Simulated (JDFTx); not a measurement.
# HgTe (Coloradoite) (F-43m) in JDFTx: further runs

One crystal, HgTe (Coloradoite), is run at these levels: PBEsol, r2SCAN; tasks: band structure.

Program: JDFTx 1.7.0 (patched build). These are calculated values, not measurements. Logs are shortened: lines on timing, memory, paths and dates and some standing lists are left out, and cuts for length are marked. The log counts tension as positive stress, the text compression.

## Step 1: The structure

The structure is cubic, space group F-43m (No. 216). Conventional cell: a = 6.429 Å, b = 6.429 Å, c = 6.429 Å, α = 90.00°, β = 90.00°, γ = 90.00°. Hg (site symmetry -43m) has 4 Te at 2.78 Å as nearest neighbours. Te (site symmetry -43m) is surrounded by 4 Hg at 2.78 Å.

## Step 2: Band structure, PBEsol

Contents of bands.in:

```
lattice \
    0.0000000000     3.2145000000     3.2145000000 \
    3.2145000000     0.0000000000     3.2145000000 \
    3.2145000000     3.2145000000     0.0000000000
latt-scale 1.889726124626 1.889726124626 1.889726124626
coords-type Lattice
ion Hg     0.0000000000     0.0000000000     0.0000000000 1
ion Te     0.7500000000     0.7500000000     0.7500000000 1

ion-species pseudo/Hg.upf
ion-species pseudo/Te.upf
elec-cutoff 40 320
elec-ex-corr gga-PBEsol
elec-smearing Fermi 0.0018374661
elec-n-bands 25
electronic-minimize nIterations 30 energyDiffThreshold 1e-06
davidson-band-ratio 1.3
forces-output-coords Cartesian
include path.kpoints
symmetries none
fix-electron-density run.$VAR

dump-name bands.$VAR
dump End Ecomponents EigStats BandEigs Kpoints Forces
```

Contents of path.kpoints:

```
kpoint +0.0000000000 +0.0000000000 +0.0000000000 0.020000000000
kpoint +0.0714285714 +0.0000000000 +0.0714285714 0.020000000000
kpoint +0.1428571429 +0.0000000000 +0.1428571429 0.020000000000
kpoint +0.2142857143 +0.0000000000 +0.2142857143 0.020000000000
kpoint +0.2857142857 +0.0000000000 +0.2857142857 0.020000000000
kpoint +0.3571428571 +0.0000000000 +0.3571428571 0.020000000000
kpoint +0.4285714286 +0.0000000000 +0.4285714286 0.020000000000
kpoint +0.5000000000 +0.0000000000 +0.5000000000 0.020000000000
kpoint +0.5000000000 +0.0833333333 +0.5833333333 0.020000000000
kpoint +0.5000000000 +0.1666666667 +0.6666666667 0.020000000000
kpoint +0.5000000000 +0.2500000000 +0.7500000000 0.020000000000
kpoint +0.4375000000 +0.3125000000 +0.7500000000 0.020000000000
kpoint +0.3750000000 +0.3750000000 +0.7500000000 0.020000000000
kpoint +0.3281250000 +0.3281250000 +0.6562500000 0.020000000000
kpoint +0.2812500000 +0.2812500000 +0.5625000000 0.020000000000
kpoint +0.2343750000 +0.2343750000 +0.4687500000 0.020000000000
kpoint +0.1875000000 +0.1875000000 +0.3750000000 0.020000000000
kpoint +0.1406250000 +0.1406250000 +0.2812500000 0.020000000000
kpoint +0.0937500000 +0.0937500000 +0.1875000000 0.020000000000
kpoint +0.0468750000 +0.0468750000 +0.0937500000 0.020000000000
kpoint +0.0000000000 +0.0000000000 +0.0000000000 0.020000000000
kpoint +0.0833333333 +0.0833333333 +0.0833333333 0.020000000000
kpoint +0.1666666667 +0.1666666667 +0.1666666667 0.020000000000
kpoint +0.2500000000 +0.2500000000 +0.2500000000 0.020000000000
kpoint +0.3333333333 +0.3333333333 +0.3333333333 0.020000000000
kpoint +0.4166666667 +0.4166666667 +0.4166666667 0.020000000000
kpoint +0.5000000000 +0.5000000000 +0.5000000000 0.020000000000
kpoint +0.5250000000 +0.4500000000 +0.5250000000 0.020000000000
kpoint +0.5500000000 +0.4000000000 +0.5500000000 0.020000000000
kpoint +0.5750000000 +0.3500000000 +0.5750000000 0.020000000000
kpoint +0.6000000000 +0.3000000000 +0.6000000000 0.020000000000
kpoint +0.6250000000 +0.2500000000 +0.6250000000 0.020000000000
kpoint +0.5625000000 +0.2500000000 +0.6875000000 0.020000000000
kpoint +0.5000000000 +0.2500000000 +0.7500000000 0.020000000000
kpoint +0.5000000000 +0.2916666667 +0.7083333333 0.020000000000
kpoint +0.5000000000 +0.3333333333 +0.6666666667 0.020000000000
kpoint +0.5000000000 +0.3750000000 +0.6250000000 0.020000000000
kpoint +0.5000000000 +0.4166666667 +0.5833333333 0.020000000000
kpoint +0.5000000000 +0.4583333333 +0.5416666667 0.020000000000
kpoint +0.5000000000 +0.5000000000 +0.5000000000 0.020000000000
kpoint +0.4791666667 +0.4791666667 +0.5416666667 0.020000000000
kpoint +0.4583333333 +0.4583333333 +0.5833333333 0.020000000000
kpoint +0.4375000000 +0.4375000000 +0.6250000000 0.020000000000
kpoint +0.4166666667 +0.4166666667 +0.6666666667 0.020000000000
kpoint +0.3958333333 +0.3958333333 +0.7083333333 0.020000000000
kpoint +0.3750000000 +0.3750000000 +0.7500000000 0.020000000000
kpoint +0.6250000000 +0.2500000000 +0.6250000000 0.020000000000
kpoint +0.5833333333 +0.1666666667 +0.5833333333 0.020000000000
kpoint +0.5416666667 +0.0833333333 +0.5416666667 0.020000000000
kpoint +0.5000000000 +0.0000000000 +0.5000000000 0.020000000000
```

Potentials or basis: PseudoDojo-SR-PBEsol-0.4.1-standard with smoothed tails.

Started as:

```sh
$ jdftx -c 1 -i bands.in -o bands.out
```

Standard output:

```text
*************** JDFTx 1.7.0 (patched build) ***************

Input parsed successfully to the following command list (including defaults):
[... the input with its defaults ...]

---------- Initializing the Grid ----------
R =
[            0      6.07452      6.07452  ]
[      6.07452            0      6.07452  ]
[      6.07452      6.07452            0  ]
unit cell volume = 448.298
G =
[  -0.517175   0.517175   0.517175  ]
[   0.517175  -0.517175   0.517175  ]
[   0.517175   0.517175  -0.517175  ]
Minimum fftbox size, Smin = [  72  72  72  ]
Chosen fftbox size, S = [  72  72  72  ]

---------- Initializing tighter grid for wavefunction operations ----------
R =
[            0      6.07452      6.07452  ]
[      6.07452            0      6.07452  ]
[      6.07452      6.07452            0  ]
unit cell volume = 448.298
G =
[  -0.517175   0.517175   0.517175  ]
[   0.517175  -0.517175   0.517175  ]
[   0.517175   0.517175  -0.517175  ]
Minimum fftbox size, Smin = [  52  52  52  ]
Chosen fftbox size, S = [  54  54  54  ]

---------- Exchange Correlation functional ----------
Initalized PBEsol GGA exchange.
Initalized PBEsol GGA correlation.

---------- Setting up pseudopotentials ----------
Width of ionic core gaussian charges (only for fluid interactions / plotting) set to 0

Reading pseudopotential file 'pseudo/Hg.upf':
  'Hg' pseudopotential, 'PBESOL' functional
  Generated using ONCVPSP code by D. R. Hamann
  20 valence electrons, 4 orbitals, 7 projectors, 1001 radial grid points, with lMax = 3
    5S    l: 0   occupation:  2.0   eigenvalue: -4.345523
    5P    l: 1   occupation:  6.0   eigenvalue: -2.445050
    5D    l: 2   occupation: 10.0   eigenvalue: -0.363070
    6S    l: 0   occupation:  2.0   eigenvalue: -0.252345
  Core radius for overlap checks: 1.57 bohrs.

Reading pseudopotential file 'pseudo/Te.upf':
  'Te' pseudopotential, 'PBESOL' functional
  Generated using ONCVPSP code by D. R. Hamann
  16 valence electrons, 3 orbitals, 6 projectors, 1001 radial grid points, with lMax = 2
    4D    l: 2   occupation: 10.0   eigenvalue: -1.528329
    5S    l: 0   occupation:  2.0   eigenvalue: -0.556831
    5P    l: 1   occupation:  4.0   eigenvalue: -0.219319
  Core radius for overlap checks: 2.04 bohrs.

Initialized 2 species with 2 total atoms.

Folded 50 k-points by 1x1x1 to 50 k-points.

---------- Setting up k-points, bands, fillings ----------
No reducable k-points.
Computing the number of bands and number of electrons
Calculating initial fillings.
nElectrons:  36.000000   nBands: 25   nStates: 50

----- Setting up reduced wavefunction bases (one per k-point) -----
average nbasis = 5422.740 , ideal nbasis = 5416.901

---------- Setting up ewald sum ----------
Optimum gaussian width for ewald sums = 2.758944 bohr.
Real space sum over 1331 unit cells with max indices [  5  5  5  ]
Reciprocal space sum over 2197 terms with max indices [  6  6  6  ]

---------- Allocating electronic variables ----------
Reading n from file 'run.n' ... done
Initializing wave functions:  linear combination of atomic orbitals
Note: number of bands (25) exceeds available atomic orbitals (19)

----------- Band structure minimization -------------
Minimization will be done independently for each quantum number.

---- Minimization of quantum number:     0  [ +0.0000000 +0.0000000 +0.0000000 ]  0.040000000 ----
BandDavidson: Iter:   0  Eband: -0.341644235117014
BandDavidson: Iter:   1  Eband: -0.397568574390079  dEband: -5.592434e-02
BandDavidson: Iter:   2  Eband: -0.403798303152057  dEband: -6.229729e-03
BandDavidson: Iter:   3  Eband: -0.404437662251624  dEband: -6.393591e-04
[... 639 lines of inner loops ...]
BandDavidson: Iter:   9  Eband: -0.394982565920559  dEband: -1.440862e-06
BandDavidson: Iter:  10  Eband: -0.394983088536980  dEband: -5.226164e-07
BandDavidson: Converged (dEband<1.000000e-06)
	FillingsUpdate:  mu: +0.332299261  nElectrons: 36.000000
WARNING: these k-points are no uniform mesh, so that mu and the fillings of partly filled bands are only those of these points: take mu from the calculation that made the density or potential.

Dumping 'bands.eigStats' ...
	eMin: -3.903316 at state 0 ( [ +0.000000 +0.000000 +0.000000 ] spin 0 )
	HOMO: +0.330519 at state 0 ( [ +0.000000 +0.000000 +0.000000 ] spin 0 )
	mu  : +0.332299
	LUMO: +0.346041 at state 19 ( [ +0.046875 +0.046875 +0.093750 ] spin 0 )
	eMax: +0.775094 at state 6 ( [ +0.428571 +0.000000 +0.428571 ] spin 0 )
	HOMO-LUMO gap: +0.015522
	Optical gap  : +0.016789 at state 19 ( [ +0.046875 +0.046875 +0.093750 ] spin 0 )
Done!
[note: mu, HOMO and LUMO in a band run belong to the points of the path alone and aren't those of the crystal]
```

Run time: 67 s. Hardware: 1 thread of Arm Neoverse V2, shared host; peak memory 0.2 GiB.

Results:

- Band gap along the path: none (metal or under the smearing width)

Levels at the corners of the path, in eV from the Fermi level:
```
point  band 16  band 17  band 18  band 19  band 20  band 21
    Γ    -0.81    -0.04    -0.04    -0.04     4.14     4.14
    X    -5.59    -2.40    -2.40     1.80     2.31     8.10
    W    -5.69    -2.82    -2.68     3.10     4.50     5.20
    K    -5.62    -3.07    -2.00     2.15     3.91     6.92
    Γ    -0.81    -0.04    -0.04    -0.04     4.14     4.14
    L    -5.67    -1.06    -1.06     0.60     4.96     4.96
    U    -5.62    -3.07    -2.00     2.15     3.91     6.92
    W    -5.69    -2.82    -2.68     3.10     4.50     5.20
    L    -5.67    -1.06    -1.06     0.60     4.96     4.96
    K    -5.62    -3.07    -2.00     2.15     3.91     6.92
    U    -5.62    -3.07    -2.00     2.15     3.91     6.92
    X    -5.59    -2.40    -2.40     1.80     2.31     8.10
```

Caveat: spin-orbit coupling is left out, which moves the levels of the heavy elements.

## Step 3: Band structure, r2SCAN

Changes to bands.in since step 2:

```diff
@@ -12,3 +12,3 @@
 elec-cutoff 40 320
-elec-ex-corr gga-PBEsol
+elec-ex-corr mgga-x-r2scan mgga-c-r2scan
 elec-smearing Fermi 0.0018374661
```

path.kpoints is that of step 2.

Potentials or basis: SG15-PBE-1.2 with smoothed tails.

Started as:

```sh
$ jdftx -c 1 -i bands.in -o bands.out
```

Wall time 5.3 min (1 thread of Arm Neoverse V2, shared host); peak memory 0.2 GiB.

These settings aren't checked as converged: the numbers below hold their error.

What came out:

- Band gap along the path: none (metal or under the smearing width)

Caveat: the k mesh is coarse (spacing up to 0.56 Å⁻¹), so the values aren't converged; spin-orbit coupling is left out, which moves the levels of the heavy elements.
